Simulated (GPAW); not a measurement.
Crystal: AlN.

```
Al N
1.0
     0.00000    2.03452    2.03452
     2.03452    0.00000    2.03452
     2.03452    2.03452    0.00000
Al N
1 1
Direct
  0.50000 0.50000 0.50000
  0.00000 0.00000 0.00000
```

Measurements of this composition are mostly on another form, of space group No. 186.

Base run:

```yaml
Program: GPAW 26.7.0
Functional: PBEsol
Potentials_or_basis: PAW data sets generated in the run's folder for this functional
Cutoff: 650 eV
Basis: pw
k_mesh: 9 × 9 × 9
Occupations: fermi-dirac, width 0.001 eV
Spin: no spin polarisation
```

Its results: band gap on the k mesh 4.53 eV, indirect (least direct gap 5.36 eV); electronic dielectric tensor (diagonal) 5.02.

Question: The run is repeated on the same cell with these changes: functional from PBEsol to RPBE; potentials or basis from PAW data sets generated in the run's folder for this functional to the program's PAW data sets (release 1.2.1) made for this functional. What comes out?

Answer: Band gap on the k mesh 4.73 eV, indirect (least direct gap 5.39 eV); electronic dielectric tensor (diagonal) 4.90.

Caveats: the long-wavelength limit can be off by a per cent or two.

A k mesh can miss the band edges.
